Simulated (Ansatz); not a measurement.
Consider a crystal of La₄O in space group I4/mmm (No. 139), with La on 8j; O on 2b.

The calculation used Ansatz, DFT PBE, scalar-relativistic, plane waves, PAW. Cutoff 420 eV, Γ-centred mesh, Gaussian smearing, no spin polarisation.

Energies over the elements count from the elements' standard structures at the same level (O₂ as a molecule), with no fitted energy shifts.

Q: Predict the relaxed structure.

A:

Space group I4/mmm (No. 139). a = 9.414 Å, b = 9.414 Å, c = 3.816 Å, α = 90.00°, β = 90.00°, γ = 90.00°
```csv
atom,site,symmetry,x,y,z
La,8j,m2m.,0.7561,0.5000,0.0000
O,2b,4/mmm,0.0000,0.0000,0.5000
```

La is surrounded by 1 O at 2.41 Å, 2 La at 3.41 Å and 6 La at 3.77–3.82 Å; O has 4 La at 2.41 Å. Another local minimum with the same sites may exist.

Q: Where does its energy lie, and is it a metal?

A: The energy over the elements is −0.77 eV/atom and the gap on the 10×10×10 mesh of the 5-atom cell is 0 eV (a metal). It lies below the elements, which doesn't yet make it stable against other compounds or structures.

The last run used Gaussian smearing of 0.10 eV. The cell is a metal run without spin; a magnetic state may lie lower. Symmetry constrained the relaxation, so the result can be a saddle point.
